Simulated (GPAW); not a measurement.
# Ba (Fm-3m) in GPAW: convergence with density grid spacing (A)

Aim: find how far density grid spacing (A) must go before the results for Ba settle, at PBEsol. This setting moves, with any that are tied to it; all else stays.

Program: GPAW 26.7.0. These are calculated values, not measurements. Logs are shortened: lines on timing, memory, paths and dates and some standing lists are left out, and cuts for length are marked. The log counts tension as positive stress, the text compression.

**1. The crystal as given**

Symmetry: Fm-3m, No. 225, cubic system. The conventional cell has a = 6.465 Å, b = 6.465 Å, c = 6.465 Å, α = 90.00°, β = 90.00°, γ = 90.00°.

This isn't the form of Ba at room conditions, which is bcc.

**2. With density grid spacing (A) 0.24**

The input, run.py:

```python
from ase import Atoms
from ase.dft.bandgap import bandgap
from ase.io import write
from ase.units import GPa
from gpaw import GPAW, PW, setup_paths

setup_paths.insert(0, '.')

atoms = Atoms(['Ba'],
              cell=[[0.0, 3.2326650028, 3.2326650028],
                    [3.2326650028, 0.0, 3.2326650028],
                    [3.2326650028, 3.2326650028, 0.0]],
              scaled_positions=[[0.0, 0.0, 0.0]],
              pbc=True)

calc = GPAW(mode=PW(600),
            h=0.24,
            xc='PBEsol',
            kpts={'size': (7, 7, 7), 'gamma': True},
            occupations={'name': 'fermi-dirac', 'width': 0.05},
            nbands=12,
            convergence={'density': 1e-05, 'energy': 1e-05},
            maxiter=100,
            txt='gpaw.txt')
atoms.calc = calc
energy = atoms.get_potential_energy()
forces = atoms.get_forces()
stress = atoms.get_stress()
calc.write('gs.gpw')
write('result.traj', atoms)
print(f'Energy: {energy:.6f} eV')
print('Forces (eV/A):')
print(forces.round(4))
print('Stress (GPa):', (stress / GPa).round(3))
print('Fermi level:', round(calc.get_fermi_level(), 4), 'eV')
print(f'Gap: {bandgap(calc)[0]:.4f} eV, direct: {bandgap(calc, direct=True)[0]:.4f} eV')
```

Potentials or basis: PAW data sets generated in the run's folder for this functional, pw.

Started as:

```
$ gpaw-setup -f PBEsol Ba
$ OMP_NUM_THREADS=1 python run.py
```

gpaw.txt:

```text
__  _  _
 | _ |_)|_||  |
 |__||  | ||/\| - 26.7.0

Input parameters:
  mode=PW(ecut=600.0),
  convergence={'density': 1e-05, 'energy': 1e-05},
  h=0.24,
  kpts=MonkhorstPack(size=(7, 7, 7), gamma=True),
  maxiter=100,
  nbands=12,
  occupations=Occupations(name='fermi-dirac', width=0.05),
  xc=XC(name='PBEsol')

Diagonalizing LCAO Hamiltonian
Converting LCAO to pw mode

       Ba

Atoms  # Å, Bohr magnetons
|   | symbol |        x |        y |        z |    initial magnetic moments |
|---|--------|----------|----------|----------|-----------------------------|
| 0 |     Ba | 0.000000 | 0.000000 | 0.000000 | ( 0.0000,  0.0000,  0.0000) |

Unit cell  # Å
| periodic |        x |        y |        z |  lengths |    angles |
|----------|----------|----------|----------|----------|-----------|
|      yes | 0.000000 | 3.232665 | 3.232665 | 4.571679 | 60.000000 |
|      yes | 3.232665 | 0.000000 | 3.232665 | 4.571679 | 60.000000 |
|      yes | 3.232665 | 3.232665 | 0.000000 | 4.571679 | 60.000000 |

Number of symmetries: 48
Symmetry operations  # r_c * U_cc + t_c -> r_c
|    | kind |            matrix            |
|----|------|------------------------------|
|  0 |  σ   |  1, 0, 0,  1, 0,-1,  1,-1, 0 |
|  1 |  C2  |  1, 0, 0,  1,-1, 0,  1, 0,-1 |
|  2 |  E   |  1, 0, 0,  0, 1, 0,  0, 0, 1 |
|  3 |  σ   |  1, 0, 0,  0, 0, 1,  0, 1, 0 |
|  4 |  C4  |  1, 0,-1,  1, 0, 0,  1,-1, 0 |
|  5 |  S6  |  1, 0,-1,  1,-1, 0,  1, 0, 0 |
|  6 |  σ   |  1, 0,-1,  0, 1,-1,  0, 0,-1 |
|  7 |  C3  |  1, 0,-1,  0, 0,-1,  0, 1,-1 |
|  8 |  S6  |  1,-1, 0,  1, 0, 0,  1, 0,-1 |
|  9 |  C4  |  1,-1, 0,  1, 0,-1,  1, 0, 0 |
| 10 |  C3  |  1,-1, 0,  0,-1, 1,  0,-1, 0 |
| 11 |  σ   |  1,-1, 0,  0,-1, 0,  0,-1, 1 |
| 12 |  σ   |  0, 1, 0,  1, 0, 0,  0, 0, 1 |
| 13 |  C4  |  0, 1, 0,  0, 1,-1, -1, 1, 0 |
| 14 |  C3  |  0, 1, 0,  0, 0, 1,  1, 0, 0 |
| 15 |  S6  |  0, 1, 0, -1, 1, 0,  0, 1,-1 |
| 16 |  C2  |  0, 1,-1,  1, 0,-1,  0, 0,-1 |
| 17 |  σ   |  0, 1,-1,  0, 1, 0, -1, 1, 0 |
| 18 |  S4  |  0, 1,-1,  0, 0,-1,  1, 0,-1 |
| 19 |  C4  |  0, 1,-1, -1, 1, 0,  0, 1, 0 |
| 20 |  C3  |  0, 0, 1,  1, 0, 0,  0, 1, 0 |
| 21 |  σ   |  0, 0, 1,  0, 1, 0,  1, 0, 0 |
| 22 |  S6  |  0, 0, 1,  0,-1, 1, -1, 0, 1 |
| 23 |  C4  |  0, 0, 1, -1, 0, 1,  0,-1, 1 |
| 24 |  S4  |  0, 0,-1,  1, 0,-1,  0, 1,-1 |
| 25 |  C3  |  0, 0,-1,  0, 1,-1,  1, 0,-1 |
| 26 |  C2  |  0, 0,-1,  0,-1, 0, -1, 0, 0 |
| 27 |  S6  |  0, 0,-1, -1, 0, 0,  0,-1, 0 |
| 28 |  S4  |  0,-1, 1,  1,-1, 0,  0,-1, 0 |
| 29 |  C4  |  0,-1, 1,  0, 0, 1, -1, 0, 1 |
| 30 |  C2  |  0,-1, 1,  0,-1, 0,  1,-1, 0 |
| 31 |  σ   |  0,-1, 1, -1, 0, 1,  0, 0, 1 |
| 32 |  C3  |  0,-1, 0,  1,-1, 0,  0,-1, 1 |
| 33 |  S6  |  0,-1, 0,  0, 0,-1, -1, 0, 0 |
| 34 |  S4  |  0,-1, 0,  0,-1, 1,  1,-1, 0 |
| 35 |  C2  |  0,-1, 0, -1, 0, 0,  0, 0,-1 |
| 36 |  C2  | -1, 1, 0,  0, 1, 0,  0, 1,-1 |
| 37 |  S6  | -1, 1, 0,  0, 1,-1,  0, 1, 0 |
| 38 |  S4  | -1, 1, 0, -1, 0, 1, -1, 0, 0 |
| 39 |  C3  | -1, 1, 0, -1, 0, 0, -1, 0, 1 |
| 40 |  S6  | -1, 0, 1,  0, 0, 1,  0,-1, 1 |
| 41 |  C2  | -1, 0, 1,  0,-1, 1,  0, 0, 1 |
| 42 |  C3  | -1, 0, 1, -1, 1, 0, -1, 0, 0 |
| 43 |  S4  | -1, 0, 1, -1, 0, 0, -1, 1, 0 |
| 44 |  C2  | -1, 0, 0,  0, 0,-1,  0,-1, 0 |
| 45 |  i   | -1, 0, 0,  0,-1, 0,  0, 0,-1 |
| 46 |  σ   | -1, 0, 0, -1, 1, 0, -1, 0, 1 |
| 47 |  C2  | -1, 0, 0, -1, 0, 1, -1, 1, 0 |

BZ-sampling:
  Number of BZ points: 343
  Number of IBZ points: 20

  Monkhorst-Pack size: [7, 7, 7]
  Monkhorst-Pack shift: [0, 0, 0]

K-points  # in reciprocal-cell coordinates
|     |                                coordinates |     weight |
|-----|--------------------------------------------|------------|
|   0 | (  0.00000000,   0.00000000,   0.00000000) | 0.00291545 |
|   1 | (  0.14285714,   0.14285714,   0.00000000) | 0.01749271 |
|   2 | (  0.14285714,   0.14285714,   0.14285714) | 0.02332362 |
|   3 | (  0.28571429,   0.14285714,   0.14285714) | 0.03498542 |
|   4 | (  0.28571429,   0.28571429,   0.00000000) | 0.01749271 |
|   5 | (  0.28571429,   0.28571429,   0.14285714) | 0.06997085 |
|   6 | (  0.28571429,   0.28571429,   0.28571429) | 0.02332362 |
|   7 | (  0.42857143,  -0.28571429,  -0.28571429) | 0.03498542 |
|   8 | (  0.42857143,   0.28571429,  -0.42857143) | 0.13994169 |
|   9 | (  0.42857143,   0.28571429,  -0.28571429) | 0.06997085 |
| ... |                                            |            |
|  19 | (  0.42857143,   0.42857143,   0.42857143) | 0.02332362 |

Plane wave coefficients: 2269
Cutoff: 600.0 eV

Spin-components: 1 (collinear spins)
Bands:           12
Projectors:      6
Spin-degeneracy: 2
Datatype:        complex128

Parallelization:
  kpt:    1
  domain: 1
  band:   1

Density:
  Valence electrons: 10.0
  Components: 1
  Grid points: [20 20 20]
  Charge: 0.0  # |e|

Potential:
  Grid points: [20 20 20]

species:
  Ba:
    name:    Barium
    Z:       56.0
    valence: 10
    core:    46
    charge:  0.0  # [|e|]
    compensation charges:
      type: gauss
      rc: 0.37  # [Å]
      lmax: 2
    cutoffs:
      filter: 2.06  # [Å]
      core: 2.33  # [Å]
    projectors
    | kind |    occ | energy [eV] | rcut [Å] |
    |------|--------|-------------|----------|
    |   5s |  2.000 |     -33.673 |    1.164 |
    |   6s |  2.000 |      -3.245 |    1.164 |
    |   5p |  6.000 |     -18.749 |    1.164 |
    |    p |        |       0.000 |    1.164 |
    |    d |        |       0.000 |    1.164 |
    |    d |        |      27.211 |    1.164 |

    Using partial waves for Ba as LCAO basis

Reference energy: -221190.728027  # eV

eigensolver:
  PPCG
  Converge bands: occupied
  niter=2

density mixing:
  MSR1-Mixer
  Pratt-step length: 0.05
  Maximum mixing coefficient: 0.75
  Old densities: 10
  SVD Regularization: 0.005
  Good broyden scale: 1.0
  Trust region scale: 1.0
  Backstep threshold: 4.0
  History deletion threshold: 6.0
  Fourier metric: weight=20.0, sigma=0.015

occupation numbers:
  Fermi-Dirac:
    width: 0.0500  # eV

poisson solver:
  ecut: 4800.0  # eV

xc functional:
  name: PBEsol with 2 nearest neighbor stencil

convergence criteria:
- Maximum integral of absolute [dens]ity change: 1e-05 electrons / valence electron
- Maximum [total energy] change in last 3 cyles: 1e-05 eV / valence electron
- Maximum integral of absolute [eigenst]ate change: 4e-08 eV^2 / valence electron
maximum number of iterations: 100

SCF iterations
|iter     | |      energy | eigst |  dens |
|---------|-|-------------|-------|-------|
|iter:   1| |   -2.124129 | +0.20 |       |
|iter:   2| |   -2.237330 | -1.07 | -1.24 |
|iter:   3| |   -2.070628 | -1.95 | -1.29 |
|iter:   4| |   -2.064066 | -3.29 | -1.47 |
|iter:   5| |   -2.062956 | -4.03 | -1.63 |
|iter:   6| |   -2.062939 | -6.19 | -2.90 |
|iter:   7| |   -2.062938c| -7.18 | -3.47 |
|iter:   8| |   -2.062938c| -8.48c| -4.58 |
|iter:   9| |   -2.062938c| -8.74c| -4.98 |
|iter:  10| |   -2.062938c|-10.03c| -6.37c|

Converged in 10 steps
Energy contributions relative to reference atoms: (reference = -221190.728027)

Energy contributions:
  Kinetic:          -0.707930
  Coulomb:           2.217579
  Zero:             -0.039971
  External:          0.000000
  Xc:               -3.526732
  Entropy:          -0.011767
  Spinorbit:         0.000000
  ----------------------------
  Free energy:      -2.068822
  Extrapolated:     -2.062938

dipole moment: (-39.155056, -39.155056, -39.155056)  # |e|*Ang

Fermi level: 4.496
Eigenvalues  # (at kpt = [0.000, 0.000, 0.000])
| band index |      eig [eV] | occ [0-2] |
|------------|---------------|-----------|
|          0 |       -24.485 |     2.000 |
|          1 |        -9.483 |     2.000 |
|          2 |        -9.483 |     2.000 |
|          3 |        -9.483 |     2.000 |
|          4 |         1.737 |     2.000 |
|          5 |         6.192 |     0.000 |
|          6 |         6.192 |     0.000 |
|          7 |         6.192 |     0.000 |
|          8 |         7.643 |     0.000 |
|          9 |         7.643 |     0.000 |
|         10 |        10.220 |     0.000 |
|         11 |        12.265 |     0.000 |

No gap
No difference between direct/indirect transitions

Forces  # eV/Ang
|        x |        y |        z |
|----------|----------|----------|
| -0.00000 | -0.00000 | -0.00000 |  # Ba   0

Stress tensor  # eV/Ang^3
|         x |         y |         z |
|-----------|-----------|-----------|
|  0.005795 |  0.000000 | -0.000000 |
|  0.000000 |  0.005795 | -0.000000 |
| -0.000000 | -0.000000 |  0.005795 |

# Writing to gs.gpw (mode='')
```

Wall time 8.6 s (1 thread of Arm Neoverse V1, shared host); peak memory 0.14 GiB.

What came out:

| Item | Value |
| --- | --- |
| Free energy | -2.0688 eV |
| Pressure | -0.9 GPa |
| Band gap on the k mesh | none (metal or under the smearing width) |

**3. With density grid spacing (A) 0.2**

run.py: that of step 2 with these lines changed.

```diff
@@ -16,3 +16,3 @@
 calc = GPAW(mode=PW(600),
-            h=0.24,
+            h=0.2,
             xc='PBEsol',
```

Potentials or basis: PAW data sets generated in the run's folder for this functional, pw.

Started as:

```
$ gpaw-setup -f PBEsol Ba
$ OMP_NUM_THREADS=1 python run.py
```

It took 12 s on 1 thread of Arm Neoverse V1, shared host; peak memory 0.15 GiB.

What came out:

```yaml
Free_energy: -2.0686 eV
Pressure: -0.9 GPa
Band_gap_on_the_k_mesh: none (metal or under the smearing width)
```

**4. With density grid spacing (A) 0.17**

run.py: that of step 3 with these lines changed.

```diff
@@ -16,3 +16,3 @@
 calc = GPAW(mode=PW(600),
-            h=0.2,
+            h=0.17,
             xc='PBEsol',
```

Started as:

```
$ gpaw-setup -f PBEsol Ba
$ OMP_NUM_THREADS=1 python run.py
```

It took 14 s on 1 thread of Arm Neoverse V1, shared host; peak memory 0.16 GiB.

What came out:

```yaml
Free_energy: -2.0684 eV
Pressure: -0.9 GPa
Band_gap_on_the_k_mesh: none (metal or under the smearing width)
```

**5. With density grid spacing (A) 0.15**

run.py: that of step 4 with these lines changed.

```diff
@@ -16,3 +16,3 @@
 calc = GPAW(mode=PW(600),
-            h=0.17,
+            h=0.15,
             xc='PBEsol',
```

Started as:

```
$ gpaw-setup -f PBEsol Ba
$ OMP_NUM_THREADS=1 python run.py
```

Wall time 15 s (1 thread of Arm Neoverse V1, shared host); peak memory 0.17 GiB.

It converged, with:

```yaml
Free_energy: -2.0683 eV
Pressure: -0.9 GPa
Band_gap_on_the_k_mesh: none (metal or under the smearing width)
```

**6. With density grid spacing (A) 0.13**

run.py: that of step 5 with these lines changed.

```diff
@@ -16,3 +16,3 @@
 calc = GPAW(mode=PW(600),
-            h=0.15,
+            h=0.13,
             xc='PBEsol',
```

Potentials or basis: PAW data sets generated in the run's folder for this functional, pw.

Started as:

```
$ gpaw-setup -f PBEsol Ba
$ OMP_NUM_THREADS=1 python run.py
```

Wall time 24 s (1 thread of Arm Neoverse V1, shared host); peak memory 0.19 GiB.

The run converged. Its results:

```yaml
Free_energy: -2.0682 eV
Pressure: -0.9 GPa
Band_gap_on_the_k_mesh: none (metal or under the smearing width)
```

**7. With density grid spacing (A) 0.11**

run.py: that of step 6 with these lines changed.

```diff
@@ -16,3 +16,3 @@
 calc = GPAW(mode=PW(600),
-            h=0.13,
+            h=0.11,
             xc='PBEsol',
```

Started as:

```
$ gpaw-setup -f PBEsol Ba
$ OMP_NUM_THREADS=1 python run.py
```

Wall time 38 s (1 thread of Arm Neoverse V1, shared host); peak memory 0.22 GiB.

The run converged. Its results:

```
Free energy            : -2.0682 eV
Pressure               : -0.9 GPa
Band gap on the k mesh : none (metal or under the smearing width)
```

**8. With density grid spacing (A) 0.09**

run.py: that of step 7 with these lines changed.

```diff
@@ -16,3 +16,3 @@
 calc = GPAW(mode=PW(600),
-            h=0.11,
+            h=0.09,
             xc='PBEsol',
```

Started as:

```
$ gpaw-setup -f PBEsol Ba
$ OMP_NUM_THREADS=1 python run.py
```

Run time: 70 s. Hardware: 1 thread of Arm Neoverse V1, shared host; peak memory 0.33 GiB.

Results (log left out):

```
Free energy            : -2.0682 eV
Pressure               : -0.9 GPa
Band gap on the k mesh : none (metal or under the smearing width)
```

**9. Summary**

| density grid spacing (A) | energy less the tightest run, at zero smearing (meV/atom) | SCF cycles | CPU time (s) | peak memory (GiB) |
| --- | --- | --- | --- | --- |
| 0.24 | -0.65 | 10 | 8.5 | 0.14 |
| 0.2 | -0.42 | 10 | 12 | 0.15 |
| 0.17 | -0.26 | 10 | 14 | 0.16 |
| 0.15 | -0.13 | 10 | 15 | 0.17 |
| 0.13 | -0.07 | 10 | 24 | 0.19 |
| 0.11 | -0.03 | 10 | 38 | 0.22 |
| 0.09 | 0.00 | 10 | 70 | 0.33 |

Against the tightest run, the energy stays within 1 meV/atom from 0.24 on. The tightest run that finished is the yardstick and may itself not be fully converged.
